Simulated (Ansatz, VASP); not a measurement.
## Two plane-wave programs on Al

```
CELL_PARAMETERS angstrom
2.74436 0.00000 0.00000
0.00000 2.74436 0.00000
0.00000 0.00000 2.68666
ATOMIC_POSITIONS crystal
Al 0.00000 0.00000 0.00000
```

Alike in both runs: functional PBE; k mesh 8 × 8 × 6; occupations gaussian, width 0.1 eV; no spin polarisation.

Ansatz relaxed the structure, and its values are those at the end. VASP's run is a single point on that final structure, the one shown.

|  | VASP | Ansatz |
| --- | --- | --- |
| version | VASP 6.6.1 | Ansatz 0.2.0 |
| potentials or method | VASP PAW PBE potentials, release 64 (Al) | scalar-relativistic, plane waves, PAW |
| plane-wave cutoff (eV) | 520 | 420 |
| valence electrons in the cell | 3 | 3 |

|  | VASP | Ansatz | Ansatz less VASP |
| --- | --- | --- | --- |
| gap on the k mesh at the Fermi level (eV) | none | none | - |
| pressure (GPa) | -0.1 | -0.1 | +0.02 |

A gap of «none» marks a metal or a gap that the smearing closes.

Caveats: the k mesh is coarse (spacing up to 0.39 Å⁻¹), so the values aren't converged.
